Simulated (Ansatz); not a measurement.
SiO₂: 17O NMR of the central transition

Cell: a structure deposited in the COD, ions relaxed with PBE at fixed cell.

Space group Pbcn (No. 60); a = 4.0970, b = 5.0462, c = 4.4946 Å.

| site | Wyckoff | site symmetry | x | y | z |
| --- | --- | --- | --- | --- | --- |
| Si | 4c | .2. | 0.0000 | 0.1524 | 0.2500 |
| O | 8d | 1 | 0.7316 | 0.6172 | 0.9200 |

One atom of each set is listed.

Level of theory: DFT, PBE, plane waves and PAW, scalar-relativistic, 420 eV cutoff, Γ-centred 5×4×5 k-points, Fermi–Dirac smearing 0.02 eV (Ansatz 0.2.0).

17O has I = 5/2 and Q = -25.58 mb (Pyykkö 2018); at 35.2 T its Larmor frequency is ν₀ = 203.3 MHz. Only the quadrupole interaction is simulated: positions count from each site's isotropic chemical shift, and J coupling is left out, as are shift anisotropy and dipolar coupling, which fast spinning averages.

**Question.** Give C_Q, η, the quadrupolar product P_Q = |C_Q|(1 + η²/3)^½, the second-order isotropic shift and the breadth of the pattern (fast magic-angle spinning) for each O site.

**Answer.** 

```
site          first shell  C_Q (MHz)     η  P_Q (MHz)  δ_QIS (ppm)  breadth (kHz)
   O  3 Si at 1.77–1.83 Å       7.14  0.40       7.33        -7.80           3.67
```

δ_QIS = −(ν_Q²/30ν₀²)[I(I+1) − 3/4](1 + η²/3) × 10⁶ ppm with ν_Q = 3|C_Q|/[2I(2I−1)]; it falls as 1/B₀² in ppm, and the breadth as 1/B₀ in kHz.

At O V_zz stands upright on the plane through its three neighbours (within 3°).

At this cell the PBE pressure is 6 GPa, so with PBE the cell would grow if it were relaxed.
